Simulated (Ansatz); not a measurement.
Ga (bcc)

The computed numbers are results of HSE06, scalar-relativistic (no spin polarisation) in the plane-wave PAW code Ansatz at 420 eV, 8×8×8 k-mesh, Gaussian smearing of 0.05 eV; PAW files: Ansatz's generated set soft_2.

```
Ga
1.0
    -1.67744    1.67744    1.67744
     1.67744   -1.67744    1.67744
     1.67744    1.67744   -1.67744
Ga
1
Direct
  0.00000 0.00000 0.00000
```

At room temperature and ambient pressure Ga takes another structure.

The volume is at zero pressure for this level.

Path: Γ–H–N–Γ–P–H | P–N, with Γ = (0.000, 0.000, 0.000), H = (0.500, -0.500, 0.500), N = (0.000, 0.000, 0.500), P = (0.250, 0.250, 0.250) in reciprocal vectors of the calculation's cell.

Levels between -4 and 4 eV from the Fermi level at the path's named points:
| point | below E_F (eV) | above E_F (eV) |
| --- | --- | --- |
| Γ |  |  |
| H |  | 1.61 1.61 1.61 1.70 |
| N |  |  |
| P | -2.63 -0.27 -0.27 -0.27 |  |

Question: By these bands, is it a metal or an insulator, and if it has a gap, where are the band edges on this path?

Answer: A metal: bands cross the Fermi level.

With 13 valence electrons in the calculation's cell and no magnetic order, the bands, two electrons each, can't all be full or empty: band theory demands a metal.

For a metal under a hybrid functional this mesh is coarse.
